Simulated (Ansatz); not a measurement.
A surface is cut from this relaxed crystal of MoS2:

```
Mo S
1.0
     1.56020    0.90078    6.08603
    -1.56020    0.90078    6.08603
     0.00000   -1.80157    6.08603
Mo S
1 2
Direct
  0.00000 0.00000 0.00000
  0.75436 0.75436 0.75436
  0.24564 0.24564 0.24564
```

Miller indices refer to the conventional cell of R-3m (No. 166), a = 3.120 Å, b = 3.120 Å, c = 18.258 Å, α = 90.00°, β = 90.00°, γ = 120.00°.

Consider the (101) slab of 15 planes, 12.0 Å thick with 15 Å of vacuum as cut; outer planes S (top) and S (bottom), all atoms relaxed.

Method: DFT PBEsol, scalar-relativistic, plane waves, PAW in Ansatz 0.2.0. Cutoff 420 eV; k points 11×6×1 on the computed 15-atom cell (Γ-centred); Gaussian smearing, width 0.10 eV; no spin polarisation. A dipole correction removes the field between periodic images along c.

The work function read from the bulk's Fermi level differs by 0.32 eV, so the slab's middle doesn't match the bulk reference (too thin, or relaxed to another structure or magnetic state).

(1) Estimate the surface energy (mean of both faces).

(2) Give the work function.

(3) The top two planes lie 0.657 Å apart in the bulk. How does relaxation change this?

Results:

(1) 0.33 J/m².

(2) 5.81 eV.

(3) The spacing becomes 1.451 Å (+120.9 %).

The reference crystal is a form of MoS2, which isn't its usual structure.